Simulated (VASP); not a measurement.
Wanted: the native input for a VASP 6.6.1 run.

| Item | Value |
| --- | --- |
| Task | single point |
| Functional | HSE06 |
| Potentials or basis | VASP PAW PBE potentials, release 64 (B, As) |
| Cutoff | 520 eV |
| k mesh | 6 × 6 × 6 |
| Occupations | gaussian, width 0.02 eV |
| Spin | no spin polarisation |
| Grid for exact exchange (PRECFOCK) | Fast |
| Screening parameter | 0.2 1/A |
| Further INCAR settings | ALGO = Normal; EDIFF = 1e-07 |

Crystal: BAs.

```
B As
1.0
     0.00000    2.38533    2.38533
     2.38533    0.00000    2.38533
     2.38533    2.38533    0.00000
B As
1 1
Direct
  0.00000 0.00000 0.00000
  0.25000 0.25000 0.25000
```

The input as run:

POSCAR

```
BAs                                     
1.0
    0.0000000000      2.3853334856      2.3853334856
    2.3853334856      0.0000000000      2.3853334856
    2.3853334856      2.3853334856      0.0000000000
  B               As            
     1     1
Direct
     0.0000000000000000    0.0000000000000000    0.0000000000000000
     0.2500000000000000    0.2500000000000000    0.2500000000000000
```

INCAR.step1

```
SYSTEM = BAs
  ALGO = Normal
  EDIFF = 1E-5
  ENCUT = 520
  GGA = PE
  ISIF = 2
  ISMEAR = 0
  KPAR = 4
  LASPH = .TRUE.
  LREAL = .FALSE.
  LWAVE = .TRUE.
  NELM = 60
  PREC = Accurate
  SIGMA = 0.02
```

INCAR.step2

```
SYSTEM = BAs
  ALGO = Normal
  EDIFF = 1E-7
  ENCUT = 520
  GGA = PE
  HFSCREEN = 0.2
  ISIF = 2
  ISMEAR = 0
  ISTART = 1
  KPAR = 4
  LASPH = .TRUE.
  LCHARG = .FALSE.
  LHFCALC = .TRUE.
  LREAL = .FALSE.
  LWAVE = .FALSE.
  NELM = 60
  PREC = Accurate
  PRECFOCK = Fast
  SIGMA = 0.02
```

KPOINTS

```
k-points
0
G
  6 6 6
  0 0 0
```

Potentials or basis: VASP PAW PBE potentials, release 64 (B, As).

Launch:

```sh
$ cat potpaw_PBE.64/B/POTCAR potpaw_PBE.64/As/POTCAR > POTCAR
$ cp INCAR.step1 INCAR
$ mpirun -np 4 vasp_std > vasp.out
$ cp INCAR.step2 INCAR
$ mpirun -np 4 vasp_std > vasp.out
```

It gave:

The pressure is 0.0 GPa and the band gap on the k mesh is 1.96 eV, indirect (least direct gap 4.14 eV).

Caveat: the PAW data sets were made with another functional, which shifts forces and pressure a little.

Wall time 110 s on 4 MPI ranks on AMD EPYC 7R13 Processor (Zen 3) (shared host), peak memory 0.21 GiB a rank.
